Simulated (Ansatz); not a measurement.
Ansatz input

```yaml
crystal:
  lattice:
    - [0.0, 2.3735850402, 2.3735850402]
    - [2.3735850402, 0.0, 2.3735850402]
    - [2.3735850402, 2.3735850402, 0.0]
  atoms:
    - { symbol: Hg, position: [0.0, 0.0, 0.0] }
hamiltonian:
  xc: r2scan
  pseudopotentials:
    kind: paw_fr
    azcp:
      Hg: "pseudopotentials/Hg.paw.azcp"
basis:
  ecutwfc: 500
  fft_grid_basis: typed
kpoints:
  mp_grid: { grid: [11, 11, 11], shift: [0, 0, 0] }
magnetization:
  noncollinear: true
  spin_orbit: true
scf:
  occupations: { method: fermi_dirac, width: 0.1 }
```

and its output:

```
Engine: ansatz 0.2.0, x86_64-unknown-linux-gnu
Pseudopotentials: kind: paw_fr
Pseudopotential: Hg, paw_fr, valence charge 20, recommended cutoff 500 eV (meta_gga) 
Functional definition: r2SCAN
  parameter k0 = 0.174
  parameter k1 = 0.065
  parameter a1 = 4.9479
  exchange = r2scan_x(k0 = k0, k1 = k1, a1 = a1)
  correlation = r2scan_c
non-collinear run that drives no moment, with spin-orbit: no starting moment large enough to seed its density (crystal.atoms[].spin), no starting occupations that ask for one, no magnetisation constraint and no magnetic field, so the semilocal B_xc is pinned to zero
Crystal: 1 atoms, lattice volume = 26.745 Å³
Basis set: ecut = 500 eV, 645 PW (Γ), exchange–correlation on 100×100×100 points (64 copies of the dense FFT grid, shifted against one another)
Bands: 28, of which v1, the nominal top of the filled ones, is band 20 counted from 1 (19 counted from 0)
Symmetry: 48 space group operations + 48 with time reversal
Magnetic group: BNS 225.117 (UNI 1619), of the structure as read, at distance tolerance 3.0e-5 Å
k-points: 56 of 1331
Projection manifold: j_resolved (fully-relativistic pseudo-atomic orbitals)
Non-local potential: Hg, projectors of the file, l = 0: 3, l = 1: 4, l = 2: 4, l = 3: 2
PAW form: soft (Blöchl's): semilocal exchange-correlation on the pseudo side does not see the compensation charge
PAW frozen core: Hg, regenerated for the run's functional (the file was generated under x = pbe(κ = 0.804, μ = 0.2195149727645171), c = pbe(β = 0.06672455060314922))
PAW one-centre angular grid: Hg, 590 points (default); XC on 160 Gauss nodes
Initial density: superposition of atomic densities (chi_scale 0.1, normalization cell)
Initial wavefunctions: pseudopotential atomic-orbital guess
Functional: x = r2scan, c = r2scan; τ floored in thin density (d = 2e-4 eV/Å³)
iter 1 solved again at ethr=1.47e-4 eV; its pass at ethr=3.10e-3 eV (dr2=2.93e-2 eV) is discarded
SCF iter   1: F=—  HF=-13802.872347 eV  |F-HF|=—  |Δ(HF+E_count)|=         —  Δρ=1.16e-2  dr2=2.97e-2  dr2_τ=1.02e-3  dr2_m=0.00e0 (ungated)  ethr=1.47e-4  |M|=0.00e0 ∫|m|=0.00e0 μB  |m|>n=0.0e0 m-floor=0.0e0 τ_xc=0.0e0  β_m=0.30  ⟨swp⟩=1.5  Hψ=4855  notcnv=0
SCF iter   2: F=—  HF=-13802.871595 eV  |F-HF|=—  |Δ(HF+E_count)|=   7.52e-4  Δρ=8.66e-3  dr2=1.68e-2  dr2_τ=1.63e-4  dr2_m=0.00e0 (ungated)  ethr=1.47e-4  |M|=0.00e0 ∫|m|=0.00e0 μB  |m|>n=0.0e0 m-floor=0.0e0 τ_xc=0.0e0  β_m=0.65  ⟨swp⟩=1.0  Hψ=784  notcnv=0
SCF iter   3: F=—  HF=-13802.872305 eV  |F-HF|=—  |Δ(HF+E_count)|=   7.11e-4  Δρ=1.11e-3  dr2=3.28e-4  dr2_τ=7.88e-6  dr2_m=0.00e0 (ungated)  ethr=8.42e-5  |M|=0.00e0 ∫|m|=0.00e0 μB  |m|>n=0.0e0 m-floor=0.0e0 τ_xc=0.0e0  β_m=0.81  ⟨swp⟩=2.2  Hψ=1184  notcnv=0
SCF iter   4: F=—  HF=-13802.872608 eV  |F-HF|=—  |Δ(HF+E_count)|=   3.03e-4  Δρ=7.53e-4  dr2=1.56e-4  dr2_τ=3.42e-6  dr2_m=0.00e0 (ungated)  ethr=1.64e-6  |M|=0.00e0 ∫|m|=0.00e0 μB  |m|>n=0.0e0 m-floor=0.0e0 τ_xc=0.0e0  β_m=0.65  ⟨swp⟩=2.0  Hψ=1122  notcnv=0
SCF iter   5: F=—  HF=-13802.872560 eV  |F-HF|=—  |Δ(HF+E_count)|=   4.76e-5  Δρ=1.44e-4  dr2=3.67e-6  dr2_τ=8.67e-8  dr2_m=0.00e0 (ungated)  ethr=7.81e-7  |M|=0.00e0 ∫|m|=0.00e0 μB  |m|>n=0.0e0 m-floor=0.0e0 τ_xc=0.0e0  β_m=0.83  ⟨swp⟩=2.0  Hψ=1074  notcnv=0
SCF iter   6: F=—  HF=-13802.872559 eV  |F-HF|=—  |Δ(HF+E_count)|=   5.87e-7  Δρ=2.26e-5  dr2=6.73e-8  dr2_τ=4.07e-9  dr2_m=0.00e0 (ungated)  ethr=5.00e-10  |M|=0.00e0 ∫|m|=0.00e0 μB  |m|>n=0.0e0 m-floor=0.0e0 τ_xc=0.0e0  β_m=0.88  ⟨swp⟩=2.0  Hψ=2331  notcnv=0
SCF iter   7: F=-13802.872559 eV  HF=-13802.872559 eV  |F-HF|=2.36e-10  |Δ(HF+E_count)|=   6.51e-8  Δρ=1.76e-6  dr2=5.56e-10  dr2_τ=4.56e-11  dr2_m=0.00e0 (ungated)  ethr=3.36e-10  |M|=0.00e0 ∫|m|=0.00e0 μB  |m|>n=0.0e0 m-floor=0.0e0 τ_xc=0.0e0  ⟨swp⟩=1.0  Hψ=2247  notcnv=0
SCF 1 converged in 7 iterations: F = -13802.872559 eV  dr2 = 5.56e-10
SCF converged after 7 iterations
Magnetization: |M| = 0.0000 μB,  M = (+0.0000, +0.0000, +0.0000) μB
Absolute magnetization: 0.0000 μB (∫|m|)
  site 0: m = (+0.0000, +0.0000, +0.0000) μB, |m| = 0.0000 μB  (R = 1.38 Å)
Free energy (F): -13802.872559 eV
Harris-Foulkes:  -13802.872559 eV  (|F-HF|=2.36e-10)
Internal energy: -13802.864641 eV  (E = F + TS)
E sigma→0 (E₀):  -13802.868600 eV
Entropy (-TS):   -0.007919 eV (-7.919 meV/atom)
Fermi energy:    12.213137 eV
--- Per-component energies (eV) ---
  E_band       = -455.854185
  E_kinetic    = 605.655450
  E_local      = -2685.998031  (includes V_loc(G=0)·N_el)
  E_nonlocal   = 58.652801
  E_hartree    = 1145.937998
  E_xc         = -208.749434
  E_vxc        = -290.775814  (∫ρ·V_xc dr)
  E_paw        = -9936.734258  (= ΣΔE_a)
  E_vpaw       = -455.565517  (= ΣTr[D̂ρ^β])
  E_aug_tail   = 0.000362  (compensation charges beyond the density's cutoff)
  E_vtau       = 20.299055  (kinetic-family band-sum trace: ∫τ·v_τ [+ j·A + Jᵃ·Aᵃ] dr)
  E_ewald      = -2781.462948
  E_core_change = -0.166580  (= ΣΔE_core)
  E_smearing   = -0.007919  (= −TS)
  E_closure    = 0.000000  (closes the sum)
  Σ components = -13802.872559   (vs F -13802.872559, Δ=0.00e0)
```

Command:

```sh
ansatz run input.yaml --threads 1 --pin off --max-ram 3584MiB --backend cpu --events-out ev --progress --plain --runs-dir out
```

On 1 thread of Intel(R) Xeon(R) Platinum 8259CL CPU @ 2.50GHz (Skylake/Cascade Lake) (shared host) this took about 13 s of wall time and 13 s of CPU time.
